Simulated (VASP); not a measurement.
# Ca (Ia-3) in VASP: notebook, part 2 of 2

VASP 6.6.1. The steps go on from the part before.

## Step 4: Single point, PBE

This run uses another cell than the first one: it holds 4 atoms, not 8.

The input, INCAR:

```
SYSTEM = Ca
ALGO = Fast ; EDIFF = 1E-6
ENCUT = 520 ; GGA = PE
ISIF = 2 ; ISMEAR = 0
LASPH = .TRUE. ; LCHARG = .TRUE.
LELF = .TRUE. ; LREAL = .FALSE.
LVHAR = .TRUE. ; LWAVE = .FALSE.
NBANDS = 28 ; NELM = 100
PREC = Accurate ; SIGMA = 0.1
```

The input, KPOINTS:

```
k-points
0
G
  6 6 2
  0 0 0
```

The input, POSCAR:

```
Ca
1.0
    3.9575547823      0.0000000000      0.0000000000
   -1.9787773911      3.4273429783      0.0000000000
    0.0000000000      0.0000000000     12.8694210400
Ca
4
Direct
    0.0000000000      0.0000000000      0.0000000000
    0.3333333300      0.6666666700      0.2500000000
    0.0000000000      0.0000000000      0.5000000000
    0.6666666700      0.3333333300      0.7500000000
```

Potentials or basis: VASP PAW PBE potentials, release 64 (Ca_sv).

Started as:

```console
$ cat potpaw_PBE.64/Ca_sv/POTCAR > POTCAR
$ mpirun -np 1 vasp_std > vasp.out
```

OUTCAR:

```text
SYSTEM = Ca
   EDIFF = 1E-6
   ENCUT = 520
   GGA = PE
   ISIF = 2
   ISMEAR = 0
   LASPH = .TRUE.
   LREAL = .FALSE.
   NELM = 100
   PREC = Accurate

 ion  position               nearest neighbor table
   1  0.000  0.000  0.000-
   2  0.333  0.667  0.250-
   3  0.000  0.000  0.500-
   4  0.667  0.333  0.750-

  LATTYP: Found a hexagonal cell.
 ALAT       =     3.9575547823
[... 622 lines left out ...]

  FORCE on cell =-STRESS in cart. coord.  units (eV):
  Direction    XX          YY          ZZ          XY          YZ          ZX
  --------------------------------------------------------------------------------------
  -------------------------------------------------------------------------------------
  Total       -0.7536573     -0.7536573     -0.1953182     -0.0000000      0.0000000      0.0000000
  in kB       -6.9173698     -6.9173698     -1.7927093     -0.0000000      0.0000000      0.0000000
  external PRESSURE =      -5.2091496 kB  Pullay stress =       0.0000000 kB

 VOLUME and BASIS-vectors are now :
 -----------------------------------------------------------------------------
  energy-cutoff  :      520.00
  volume of cell :      174.56
      direct lattice vectors                 reciprocal lattice vectors
     3.957554782  0.000000000  0.000000000     0.252681278  0.145885604  0.000000000
    -1.978777391  3.427342978  0.000000000     0.000000000  0.291771208  0.000000000
     0.000000000  0.000000000 12.869421040     0.000000000  0.000000000  0.077703573

 POSITION                                       TOTAL-FORCE (eV/Angst)
 -----------------------------------------------------------------------------------
      0.00000      0.00000      0.00000         0.000000      0.000000      0.000000
     -0.00000      2.28490      3.21736         0.000000     -0.000000     -0.000000
      0.00000      0.00000      6.43471         0.000000      0.000000      0.000000
      1.97878      1.14245      9.65207        -0.000000      0.000000      0.000000
 -----------------------------------------------------------------------------------
    total drift:                                0.000000     -0.000000      0.000000

  FREE ENERGIE OF THE ION-ELECTRON SYSTEM (eV)
  ---------------------------------------------------
  free  energy   TOTEN  =        -7.6624297427 eV

  energy  without entropy=       -7.6260548981  energy(sigma->0) =       -7.64424232
```

OSZICAR:

```text
N       E                     dE             d eps       ncg     rms          rms(c)
DAV:   1     0.384673756165E+03    0.38467E+03   -0.19346E+04   792   0.129E+03
DAV:   2     0.149586429461E+02   -0.36972E+03   -0.36556E+03   820   0.390E+02
DAV:   3    -0.543659662111E+01   -0.20395E+02   -0.20127E+02  1260   0.680E+01
DAV:   4    -0.759050022892E+01   -0.21539E+01   -0.21375E+01  1216   0.184E+01
DAV:   5    -0.769268903590E+01   -0.10219E+00   -0.10206E+00  1156   0.353E+00    0.459E+00
RMM:   6    -0.766667517284E+01    0.26014E-01   -0.63708E-02   934   0.196E+00    0.283E+00
RMM:   7    -0.766042529131E+01    0.62499E-02   -0.98811E-02  1000   0.296E+00    0.209E-01
RMM:   8    -0.766081039714E+01   -0.38511E-03   -0.37432E-02  1075   0.148E+00    0.113E-01
RMM:   9    -0.766200301380E+01   -0.11926E-02   -0.12915E-02  1173   0.690E-01    0.105E-01
RMM:  10    -0.766227628589E+01   -0.27327E-03   -0.26126E-03  1232   0.227E-01    0.791E-02
RMM:  11    -0.766234402828E+01   -0.67742E-04   -0.11781E-03  1135   0.192E-01    0.124E-02
RMM:  12    -0.766239488713E+01   -0.50859E-04   -0.54494E-04  1340   0.797E-02    0.138E-02
RMM:  13    -0.766241120545E+01   -0.16318E-04   -0.17030E-04  1418   0.409E-02    0.145E-02
RMM:  14    -0.766242171511E+01   -0.10510E-04   -0.89037E-05  1256   0.239E-02    0.626E-03
RMM:  15    -0.766242695034E+01   -0.52352E-05   -0.41804E-05  1068   0.168E-02    0.438E-03
RMM:  16    -0.766242896274E+01   -0.20124E-05   -0.19938E-05   941   0.113E-02    0.471E-03
RMM:  17    -0.766242974274E+01   -0.78001E-06   -0.95214E-06   853   0.828E-03
   1 F= -.76624297E+01 E0= -.76442423E+01  d E =-.363748E-01
```

Wall time 52 s (1 thread of Intel Xeon 6975P-C (Granite Rapids), shared host); peak memory 0.29 GiB.

Results:

```
Free energy            : -7.6624 eV
Pressure               : -0.5 GPa
Band gap on the k mesh : none (metal or under the smearing width)
```

## Step 5: Single point, PBE

This run uses another cell than the first one: it holds 2 atoms, not 8.

The input, INCAR:

```
  ALGO = Fast
  EDIFF = 1E-6
  ENCUT = 520
  GGA = PE
  ISIF = 2
  ISMEAR = 0
  LASPH = T
  LCHARG = F
  LREAL = F
  LWAVE = F
  NBANDS = 17
  NELM = 100
  PREC = Accurate
  SIGMA = 0.1
```

The input, KPOINTS:

```
k-points
0
Gamma
  6 6 4
```

The input, POSCAR:

```
Ca
1.0
    1.9712759950     -3.3954901800      0.0000000000
    1.9712759950      3.3954901800      0.0000000000
    0.0000000000      0.0000000000      6.5091117400
Ca
2
Direct
    0.8355866000      0.1644134000      0.2500000000
    0.1644134000      0.8355866000      0.7500000000
```

Started as:

```console
$ cat potpaw_PBE.64/Ca_sv/POTCAR > POTCAR
$ mpirun -np 1 vasp_std > vasp.out
```

Wall time 31 s (1 thread of Intel Xeon 6975P-C (Granite Rapids), shared host); peak memory 0.22 GiB.

It converged, with:

```
Free energy            : -3.8335 eV
Pressure               : -0.5 GPa
Largest force          : 0.017 eV/Å
Band gap on the k mesh : none (metal or under the smearing width)
```

Forces in eV/Å, atoms in the order of the input:
```
Ca   0.000  0.017  0.000
Ca   0.000 -0.017  0.000
```

Stress tensor (GPa, compression positive):
```
-0.63  0.00  0.00
 0.00 -0.45  0.00
 0.00  0.00 -0.35
```

Levels at points of the mesh, in eV from the Fermi level:
```tsv
k point	band 7	band 8	band 9	band 10	band 11	band 12	band 13	band 14
(0.00, 0.00, 0.00)	-23.03	-23.02	-4.01	-1.06	-0.27	2.19	2.24	2.27
(0.50, 0.00, 0.00)	-23.05	-23.05	-1.11	-0.69	0.22	0.39	1.34	1.85
(0.50, 0.50, 0.00)	-23.05	-23.05	-1.07	-0.68	0.25	0.40	1.30	1.84
(0.00, 0.00, 0.50)	-23.04	-23.04	-3.03	-3.03	1.34	1.34	2.23	2.23
(0.50, 0.00, 0.50)	-23.06	-23.06	-0.67	-0.67	0.07	0.07	1.43	1.43
(0.50, 0.50, 0.50)	-23.06	-23.06	-0.66	-0.66	0.11	0.11	1.41	1.41
```

## Step 6: The runs side by side

| cell | k mesh | further INCAR settings | gap on the mesh (eV) | pressure (GPa) | largest force (eV/Å) |
| --- | --- | --- | --- | --- | --- |
| Ia-3, 47.92 Å³/atom | 4 × 4 × 4 | ALGO = Fast; EDIFF = 1e-06; NBANDS = 50 | none | 1.0 | 0.74 |
| R-3m, 56.85 Å³/atom | 3 × 3 × 3 | ALGO = Fast; EDIFF = 1e-07; NBANDS = 72 | none | 0.1 | 0.01 |
| P6_3/mmc, 43.64 Å³/atom | 6 × 6 × 2 | ALGO = Fast; EDIFF = 1e-06; NBANDS = 28 | none | -0.5 | - |
| Cmcm, 43.57 Å³/atom | 6 × 6 × 4 | ALGO = Fast; EDIFF = 1e-06; NBANDS = 17 | none | -0.5 | 0.02 |

Alike in all rows: task single point; level PBE; potentials or basis VASP PAW PBE potentials, release 64 (Ca_sv); no spin polarisation; cutoff (eV) 520; smearing gaussian 0.1 eV.

Every run on the cell as given and a fine mesh finds a metal.

Absolute energies hang on the potentials; compare differences alone.
